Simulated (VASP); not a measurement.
Input of a VASP 6.6.1 run:

The input INCAR:

```
ALGO     = Normal         # electronic algorithm
EDIFF    = 1E-6           # SCF threshold, eV
ENCUT    = 520            # plane-wave cutoff, eV
GGA      = PE             # functional
ISIF     = 2              # what is computed and relaxed
ISMEAR   = 0              # smearing method
ISPIN    = 2              # spin polarisation
LASPH    = T              # aspherical terms in the spheres
LCHARG   = F              # write CHGCAR
LDAU     = T              # DFT+U
LDAUJ    = 0 0          
LDAUL    = 2 -1           # shell
LDAUPRINT= 1            
LDAUTYPE = 2            
LDAUU    = 8 0            # U, eV
LMAXMIX  = 4              # l up to which the mixer works
LORBIT   = 11             # projections on sites
LREAL    = F              # projectors in reciprocal space
LWAVE    = F              # write WAVECAR
MAGMOM   = 1 0            # initial moments
NBANDS   = 19             # bands
NELM     = 120            # most SCF steps
PREC     = Accurate       # precision mode
SIGMA    = 0.05           # smearing width, eV
```

Contents of KPOINTS:

```
k-points
0
Gamma
  8 8 8
```

The input POSCAR:

```
NiO
1.0
    0.0000000000      2.0913095100      2.0913095100
    2.0913095100      0.0000000000      2.0913095100
    2.0913095100      2.0913095100      0.0000000000
Ni O
1 1
Direct
    0.0000000000      0.0000000000      0.0000000000
    0.5000000000      0.5000000000      0.5000000000
```

Potentials or basis: VASP PAW PBE potentials, release 64 (Ni, O).

Command:

```bash
$ cat potpaw_PBE.64/Ni/POTCAR potpaw_PBE.64/O/POTCAR > POTCAR
$ mpirun -np 1 vasp_std > vasp.out
```

Question: Estimate the site moments.

Answer: Ni +1.88; O +0.13 μB.

Question: Predict the band gap on the k mesh.

Answer: 3.02 eV, indirect (least direct gap 3.79 eV).

Question: Estimate the pressure.

Answer: -0.5 GPa.

Eigenvalues of the final occupation matrices:
```csv
site,spin,trace,eigenvalues
site 1 d,1,5.07,0.99 0.99 0.99 1.05 1.05
site 1 d,2,3.20,0.12 0.12 0.99 0.99 0.99
```

Caveat: a cell with one magnetic atom can't hold antiferromagnetic order, which such compounds often take. A k mesh can miss the band edges.
